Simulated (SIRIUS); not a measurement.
## Ti in SIRIUS: the effect of strain

Ti:

```
Ti
1.0
     2.95000    0.00000    0.00000
    -1.47500    2.55477    0.00000
     0.00000    0.00000    4.49280
Ti
2
Cartesian
  1.4750 0.8516 3.3696
  0.0000 1.7032 1.1232
```

The cell isn't the ideal one: strain = -0.04 (zz).

Alike in all runs:

- Program: SIRIUS 7.12.0
- Task: single point
- Functional: PBE
- Potentials or basis: PseudoDojo 0.4.1 PBE standard (scalar relativistic)
- Cutoff: 1152 eV
- Density cutoff: 4606 eV
- k mesh: 5 × 5 × 3
- Occupations: fermi-dirac, width 0.05 eV
- Spin: no spin polarisation
- Strain kind: zz
- Libxc names: ["XC_GGA_X_PBE", "XC_GGA_C_PBE"]
- Energy tol: 1e-08 Ha
- Density tol: 1e-06
- Mixer: anderson
- Mixing beta: 0.7
- Max scf: 100

```csv
strain,pressure (GPa)
-4 % (zz),?
-2 % (zz),0.6
-1 % (zz),-0.6
+0 % (zz),-1.6
+1 % (zz),-2.6
+2 % (zz),-3.6
+4 % (zz),-5.5
```

Task: What does the run with strain -4 % (zz) give?

Result: Pressure 3.0 GPa.

Caveats: all runs use coarse meshes.
